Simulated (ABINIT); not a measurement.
# Ge (P6_3/mmc) in ABINIT: relaxation of cell and atoms with LDA

Aim: the relaxation of cell and atoms of Ge with LDA.

Everything below comes from runs of ABINIT 10.8.3 (patched build). Logs are shortened: lines on timing, memory, paths and dates and some standing lists are left out, and cuts for length are marked. The log counts tension as positive stress, the text compression.

## Step 1: Starting point

It takes space group P6_3/mmc (No. 194, hexagonal). Conventional cell: a = 3.998 Å, b = 3.998 Å, c = 6.599 Å, α = 90.00°, β = 90.00°, γ = 120.00°. Around Ge (site symmetry 3m) lie 4 Ge at 2.45 to 2.47 Å.

This isn't the form of Ge at room conditions, which is diamond.

## Step 2: Relaxation of cell and atoms, LDA

Contents of run.abi:

```
pp_dirpath "./"
pseudos "Ge.LDA_PW-JTH.xml"

acell 3.9975858431 3.9975858432 6.59937795 Angstrom
rprim
     1.0000000000     0.0000000000     0.0000000000
    -0.5000000000     0.8660254038     0.0000000000
     0.0000000000     0.0000000000     1.0000000000
ntypat 1
znucl 32
natom 4
typat 1 1 1 1
xred
     0.3333333333     0.6666666667     0.9370987500
     0.6666666667     0.3333333333     0.4370987500
     0.3333333333     0.6666666667     0.5629012500
     0.6666666667     0.3333333333     0.0629012500
chkprim 0
chksymtnons 0
tolsym 1.0e-6

ecut 22.0
pawecutdg 44.0
pawovlp -1

kptopt 1
ngkpt 7 7 3
nshiftk 1
shiftk 0.0 0.0 0.0

ixc 7

nband 34
occopt 3
tsmear 0.00183747

nstep 100
tolvrs 1.0e-9

iomode 3
prtwf 0
prtden 0
prteig 0
prtebands 0
enunit 2
prtvol 2

ionmov 2
ntime 60
tolmxf 5.0e-5
optcell 2
dilatmx 1.08
ecutsm 0.5
```

Potentials or basis: JTH PAW LDA v2.0.

Launch:

```console
> abinit run.abi > log 2>&1
```

run.abo:

```text
.Version 10.8.3 of ABINIT
 Symmetries : space group P6_3/m m c (#194); Bravais hP (primitive hexag.)
================================================================================
 Values of the parameters that define the memory need of the present run
     intxc =       0    ionmov =       2      iscf =      17    lmnmax =      18
     lnmax =       6     mgfft =      60  mpssoang =       3    mqgrid =    4022
     natom =       4  nloc_mem =       2    nspden =       1   nspinor =       1
    nsppol =       1      nsym =      24    n1xccc =       1    ntypat =       1
    occopt =       3   xclevel =       1
       mpw =        3851          nfft =       77760          nkpt =          16
 PAW method is used; the additional fine FFT grid is defined by:
   mgfftf=        90    nfftf =    225000
================================================================================
================================================================================

--------------------------------------------------------------------------------
------------- Echo of variables that govern the present computation ------------
--------------------------------------------------------------------------------
 -outvars: echo values of preprocessed input variables --------
            acell      7.5543424083E+00  7.5543424085E+00  1.2471016927E+01 Bohr
              amu      7.26100000E+01
          chkprim           0
      chksymtnons           0
          dilatmx      1.08000000E+00
             ecut      2.20000000E+01 Hartree
           ecutsm      5.00000000E-01 Hartree
           enunit           2
           ionmov           2
              ixc           7
         kptrlatt        7    0    0      0    7    0      0    0    3
          kptrlen      3.74130508E+01
            natom           4
            nband          34
            ngfft          36      36      60
          ngfftdg          50      50      90
             nkpt          16
            nstep         100
             nsym          24
            ntime          60
           ntypat           1
           occopt           3
          optcell           2
        pawecutdg      4.40000000E+01 Hartree
          pawovlp     -1.0000000000E+00
           prtden           0
        prtebands           0
           prteig           0
           prtvol           2
            prtwf           0
            rprim      1.0000000000E+00  0.0000000000E+00  0.0000000000E+00
                      -5.0000000000E-01  8.6602540380E-01  0.0000000000E+00
                       0.0000000000E+00  0.0000000000E+00  1.0000000000E+00
          spgroup         194
           tolsym      1.00000000E-06
           tolvrs      1.00000000E-09
           tsmear      1.83747000E-03 Hartree
            typat      1  1  1  1
           useylm           1
           xangst     -3.3333342438E-11  2.3080072627E+00  6.1842688277E+00
                       1.9987929215E+00  1.1540036314E+00  2.8845798527E+00
                      -3.3333342438E-11  2.3080072627E+00  3.7147980973E+00
                       1.9987929215E+00  1.1540036314E+00  4.1510912228E-01
            xcart     -6.2990888069E-11  4.3615016231E+00  1.1686574373E+01
                       3.7771712041E+00  2.1807508116E+00  5.4510659100E+00
                      -6.2990888069E-11  4.3615016231E+00  7.0199510169E+00
                       3.7771712041E+00  2.1807508116E+00  7.8444255347E-01
             xred      3.3333333333E-01  6.6666666667E-01  9.3709875000E-01
                       6.6666666667E-01  3.3333333333E-01  4.3709875000E-01
                       3.3333333333E-01  6.6666666667E-01  5.6290125000E-01
                       6.6666666667E-01  3.3333333333E-01  6.2901250000E-02
            znucl       32.00000

================================================================================

 chkinp: Checking input parameters for consistency.

================================================================================
== DATASET  1 ==================================================================

--- !DatasetInfo
iteration_state: {dtset: 1, }
dimensions: {natom: 4, nkpt: 16, mband: 34, nsppol: 1, nspinor: 1, nspden: 1, mpw: 3851, }
cutoff_energies: {ecut:  22.0, pawecutdg:  44.0, }
electrons: {nelect:   5.60000000E+01, charge:   0.00000000E+00, occopt:   3.00000000E+00, tsmear:   1.83747000E-03, }
meta: {optdriver: 0, ionmov: 2, optcell: 2, iscf: 17, paral_kgb: 0, }
...
[... 1141 lines left out ...]
  -0.66102   -0.66060   -0.66031   -0.66010   -0.65728   -0.65678   -0.65539   -0.65470
  -0.65429   -0.65426   -0.65302   -0.65277   -0.65187   -0.65139   -0.65119   -0.65085
  -0.64763   -0.64740   -0.64708   -0.64668   -0.12196   -0.09910   -0.04772   -0.02196
   0.08914    0.12122    0.15049    0.17911    0.31481    0.34443    0.36757    0.43793
   0.44967    0.46360
      occupation numbers for kpt#  16
   2.00000    2.00000    2.00000    2.00000    2.00000    2.00000    2.00000    2.00000
   2.00000    2.00000    2.00000    2.00000    2.00000    2.00000    2.00000    2.00000
   2.00000    2.00000    2.00000    2.00000    2.00000    2.00000    2.00000    2.00000
   2.00000    2.00000    2.00000    2.00000    0.00000    0.00000    0.00000    0.00000
   0.00000    0.00000
 Fermi (or HOMO) energy (eV) =   7.07225   Average Vxc (eV)=  -9.56432
 Eigenvalues (   eV  ) for nkpt=  16  k points:
 kpt#   1, nband= 34, wtk=  0.00680, kpt=  0.0000  0.0000  0.0000 (reduced coord)
 -17.96692  -17.96692  -17.92658  -17.92575  -17.92575  -17.91285  -17.89829  -17.89829
 -17.84213  -17.84213  -17.70965  -17.70965  -17.69449  -17.67750  -17.67582  -17.67582
 -17.65382  -17.65382  -17.62369  -17.62369   -5.97389   -3.86602   -0.73735    5.52799
   5.52799    6.89199    6.90272    7.05710    7.18255    7.18255    9.29633    9.29633
   9.81829   11.65008
 kpt#   2, nband= 34, wtk=  0.04082, kpt=  0.1429  0.0000  0.0000 (reduced coord)
 -17.97830  -17.97084  -17.93790  -17.93267  -17.92532  -17.89937  -17.88741  -17.87614
 -17.83130  -17.82724  -17.72752  -17.72694  -17.71733  -17.68611  -17.67183  -17.66586
 -17.66247  -17.64735  -17.61696  -17.60963   -5.74878   -3.63286   -0.71092    3.78650
   4.74668    5.08123    6.45937    6.75040    8.07911    8.52525    9.64523    9.90871
  10.33878   11.93006
 kpt#   3, nband= 34, wtk=  0.04082, kpt=  0.2857  0.0000  0.0000 (reduced coord)
 -17.98743  -17.97556  -17.95452  -17.94280  -17.91820  -17.88670  -17.86645  -17.83021
 -17.81023  -17.79753  -17.76416  -17.75753  -17.75326  -17.69378  -17.68701  -17.67700
 -17.64614  -17.63198  -17.60968  -17.59794   -5.09723   -2.95174   -0.99774    2.33598
   2.40953    4.37398    5.38179    6.05266    7.85199    8.85747   10.40855   10.64854
[... 64 lines left out ...]
 -17.63272  -17.62095  -17.61461  -17.60635   -4.16553   -3.26227   -0.68222    0.46320
   3.22458    3.69259    4.31082    5.20955    8.06014    9.37895   10.02430   10.89264
  11.17286   12.54517
 kpt#  15, nband= 34, wtk=  0.08163, kpt=  0.4286  0.1429  0.3333 (reduced coord)
 -17.98013  -17.96793  -17.96780  -17.96176  -17.89384  -17.87444  -17.84834  -17.83606
 -17.82647  -17.80432  -17.74730  -17.73705  -17.72534  -17.72387  -17.71554  -17.70685
 -17.62434  -17.61671  -17.61616  -17.60421   -3.48344   -2.77357   -1.35512   -0.55990
   3.00479    3.99213    4.00303    4.91951    8.04115    8.89857    9.98608   10.50106
  10.78591   13.63486
 kpt#  16, nband= 34, wtk=  0.08163, kpt=  0.2857  0.2857  0.3333 (reduced coord)
 -17.98730  -17.97576  -17.96807  -17.96237  -17.88541  -17.87178  -17.83419  -17.81519
 -17.80416  -17.80330  -17.76946  -17.76271  -17.73819  -17.72529  -17.71987  -17.71050
 -17.62279  -17.61662  -17.60805  -17.59714   -3.31878   -2.69660   -1.29862   -0.59756
   2.42567    3.29846    4.09514    4.87371    8.56643    9.37251   10.00220   11.91679
  12.23628   12.61530
 Total charge density [el/Bohr^3]
)     Maximum=    1.6266E+00  at reduced coord.    0.3400    0.6800    0.9333
)Next maximum=    1.6266E+00  at reduced coord.    0.3400    0.6600    0.9333
)     Minimum=    2.0730E-03  at reduced coord.    0.0000    0.0000    0.2444
)Next minimum=    2.0730E-03  at reduced coord.    0.0000    0.0000    0.2556
   Integrated=    5.6000E+01

--- !EnergyTerms
iteration_state     : {dtset: 1, itime: 7, icycle: 1, }
comment             : Components of total free energy in Hartree
kinetic             :  2.65805683460778E+01
hartree             :  8.87079763272436E+01
xc                  : -9.35129241510185E+00
Ewald energy        : -1.98376040691791E+02
psp_core            :  7.24707868032279E+00
local_psp           : -2.88748592427840E+02
PAW spherical_terms : -9.34419124144017E+00
internal            : -3.83284493422529E+02
'-kT*entropy'       : -7.77442222257390E-05
total_energy        : -3.83284571166751E+02
total_energy_eV     : -1.04297045081437E+04
...

--- !EnergyTermsDC
iteration_state     : {dtset: 1, itime: 7, icycle: 1, }
comment             : '"Double-counting" decomposition of free energy'
band_energy         : -2.54068607691638E+01
Ewald energy        : -1.98376040691791E+02
psp_core            :  7.24707868032279E+00
xc_dc               : -8.62300107809718E+01
PAW spherical_terms : -8.05186595564101E+01
internal            : -3.83284493118014E+02
'-kT*entropy'       : -7.77442222257390E-05
total_energy_dc     : -3.83284570862237E+02
total_energy_dc_eV  : -1.04297044998574E+04
...

--- !EnergyTermsWithPAWCore
iteration_state     : {dtset: 1, itime: 7, icycle: 1, }
comment             : 'Components of total free energy, including PAW core contributions'
Total energy        : -8.38435334108248E+03
Total energy DC     : -8.38435334077796E+03
Total energy (eV)   : -2.28149877186977E+05
Total energy DC (eV): -2.28149877178690E+05
...

 rms coord change=  3.3280E-05   atom, delta coord (reduced):
     1        0.000000000000      0.000000000000     -0.000057642704
     2        0.000000000000      0.000000000000     -0.000057642704
     3        0.000000000000      0.000000000000      0.000057642704
     4        0.000000000000      0.000000000000      0.000057642704

 Cartesian components of stress tensor (hartree/bohr^3)
  sigma(1 1)= -9.02162409E-08  sigma(3 2)=  0.00000000E+00
  sigma(2 2)= -9.02172782E-08  sigma(3 1)=  0.00000000E+00
  sigma(3 3)=  4.35135467E-07  sigma(2 1)=  1.74271002E-13

-Cartesian components of stress tensor (GPa)         [Pressure= -2.4979E-03 GPa]
- sigma(1 1)= -2.65425344E-03  sigma(3 2)=  0.00000000E+00
- sigma(2 2)= -2.65428396E-03  sigma(3 1)=  0.00000000E+00
- sigma(3 3)=  1.28021274E-02  sigma(2 1)=  5.12722990E-09

== END DATASET(S) ==============================================================
================================================================================

 -outvars: echo values of variables after computation  --------
            acell      7.4926193454E+00  7.4926193457E+00  1.2353329866E+01 Bohr
           etotal     -3.8328457086E+02
            fcart      5.7499682801E-28  8.3043861697E-39 -1.0340687172E-05
                      -0.0000000000E+00  9.9592372025E-28 -1.0340687172E-05
                      -0.0000000000E+00 -3.3197457342E-28  1.0340687172E-05
                      -5.7499682801E-28 -6.6394914684E-28  1.0340687172E-05
            rprim      1.0000000000E+00  0.0000000000E+00  0.0000000000E+00
                      -4.9999999999E-01  8.6602540379E-01  0.0000000000E+00
                       0.0000000000E+00  0.0000000000E+00  1.0000000000E+00
           strten     -9.0216240888E-08 -9.0217278207E-08  4.3513546666E-07
                       0.0000000000E+00  0.0000000000E+00  1.7427100205E-13
           xangst     -3.3061049351E-11  2.2891495952E+00  6.1255320219E+00
                       1.9824617024E+00  1.1445747976E+00  2.8569817021E+00
                      -3.3061049351E-11  2.2891495952E+00  3.6801189376E+00
                       1.9824617024E+00  1.1445747976E+00  4.1156861777E-01
             xred      3.3333333333E-01  6.6666666667E-01  9.3704110730E-01
                       6.6666666667E-01  3.3333333333E-01  4.3704110730E-01
                       3.3333333333E-01  6.6666666667E-01  5.6295889270E-01
                       6.6666666667E-01  3.3333333333E-01  6.2958892704E-02
 Calculation completed.
```

It took 9 min on 1 thread of AMD EPYC 7R43 (Zen 3), shared host; peak memory 0.19 GiB.

What came out:

| Quantity | Value |
| --- | --- |
| Free energy | -10429.7045 eV |
| Relaxed volume | 22.25 Å³/atom |
| Relaxed cell | a = 3.965 Å, b = 3.965 Å, c = 6.537 Å, α = 90.00°, β = 90.00°, γ = 120.00° |
| Space group after relaxing (to 0.05 Å) | P6_3/mmc (No. 194) |
| Energy gained by relaxing | 3.1 meV/atom |
| Ionic steps | 7 |
| Pressure after relaxing | 0.0 GPa |
| Band gap on the k mesh | 0.13 eV, direct |

The path:
```csv
step,energy change (eV),largest force (eV/Å),pressure (GPa),volume (Å³)
1,0.0000,0.0132,-1.68,91.33
2,-0.0045,0.0102,-1.36,90.86
3,-0.0126,0.0049,0.06,88.91
4,-0.0126,0.0032,0.00,88.99
5,-0.0126,0.0026,0.00,89.00
6,-0.0126,0.0002,0.00,89.00
7,-0.0126,0.0005,0.00,89.00
```

Final structure:
```
Ge
1.0
     3.96492    0.00000    0.00000
    -1.98246    3.43372    0.00000
     0.00000    0.00000    6.53710
Ge
4
Cartesian
  0.0000 2.2891 6.1255
  1.9825 1.1446 2.8570
  0.0000 2.2891 3.6801
  1.9825 1.1446 0.4116
```

Caveat: an odd mesh through Γ misses points on the zone boundary, where band edges often lie; the atomic spheres overlap.
